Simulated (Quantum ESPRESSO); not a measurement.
WS2 under changes of volume

One of the cells (49.592 Å³/atom); the others are scaled copies at fixed shape and fractional positions:

```
CELL_PARAMETERS angstrom
3.18352 0.00000 0.00000
-1.59176 2.75701 0.00000
0.00000 0.00000 16.95058
ATOMIC_POSITIONS crystal
W 0.00000 0.00000 0.00000
S 0.33333 0.66667 0.09200
S 0.33333 0.66667 0.90800
```

| Quantity | Value |
| --- | --- |
| Program | Quantum ESPRESSO 7.5 |
| Functional | r2SCAN |
| Potentials or basis | SG15 PBE 1.2 |
| Cutoff | 1020 eV |
| Density cutoff | 4082 eV |
| k mesh | 4 × 4 × 1 |
| Occupations | fermi-dirac, width 0.05 eV |
| Spin | no spin polarisation |

```csv
volume (Å³/atom),energy over the lowest point (meV/atom),gap on the mesh (eV)
46.616,13.92,2.63
47.608,2.72,2.57
48.600,0.00,2.51
49.592,?,?
50.583,16.62,2.41
51.575,34.52,2.35
52.567,57.94,2.29
```

What does the run at 49.592 Å³/atom give?

Energy over the lowest point 4.88 meV/atom; gap on the mesh 2.46 eV.

Worked out: A Birch-Murnaghan fit of order 3 (a polynomial in V^(-2/3)) to the other rows has its minimum at 48.44 Å³/atom with B0 = V·E''(V) = 61 GPa and B' = 4.2 at fixed shape and positions, which overstates the stiffness. It gives 4.90 meV/atom at 49.592 Å³/atom, against the run's 4.88. A straight line through the other rows of the gap, of slope -2.78 eV per unit of ln V, gives 2.46 eV, against the run's 2.46.

Energies are extrapolated to zero smearing.

Caveats: all runs use coarse meshes; the potentials were made for another functional, which shifts forces and pressure; spin-orbit coupling is left out, which moves the levels of the heavy elements.

A mesh can miss the band edges.
